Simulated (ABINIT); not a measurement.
A run of ABINIT 10.8.3 (patched build):

File run.abi:

```
ndtset 2

pp_dirpath "./"
pseudos "Ti.LDA_PW-JTH.xml"

acell 3*1.0 Angstrom
rprim
    -1.6410000000     1.6410000000     1.6410000000
     1.6410000000    -1.6410000000     1.6410000000
     1.6410000000     1.6410000000    -1.6410000000
ntypat 1
znucl 22
natom 1
typat 1
xred
     0.0000000000     0.0000000000     0.0000000000

ecut 18.0
pawecutdg 36.0

ixc -497498
usekden 1
pawxcdev 0

occopt 3
tsmear 0.05 eV

nstep 100

iomode 3
prtwf 0
prteig 0
prtebands 0
enunit 1
prtden1 1
prtkden1 1

kptopt1 1
ngkpt1 11 11 11
nshiftk1 1
shiftk1 0.0 0.0 0.0
nband1 10
tolvrs1 1.0e-7

iscf2 -2
getden2 1
getkden2 1
nband2 14
nbdbuf2 2
tolwfr2 1.0e-12
kptopt2 -5
ndivsm2 6
prteig2 1
kptbounds2
     0.0000000000     0.0000000000     0.0000000000
     0.5000000000    -0.5000000000     0.5000000000
     0.0000000000     0.0000000000     0.5000000000
     0.0000000000     0.0000000000     0.0000000000
     0.2500000000     0.2500000000     0.2500000000
     0.5000000000    -0.5000000000     0.5000000000
```

Potentials or basis: JTH PAW LDA v2.0.

Run with:

```console
$ abinit run.abi > log 2>&1
```

Hardware: 1 thread of Arm Neoverse V2 (shared host).

Q: Estimate the wall time of this run.

A: It took 38 s on 1 thread of Arm Neoverse V2, on a shared host, peak memory 0.11 GiB. Counts: scf iterations 9, mpi ranks 1, k points 56, bands 10, plane waves 446.
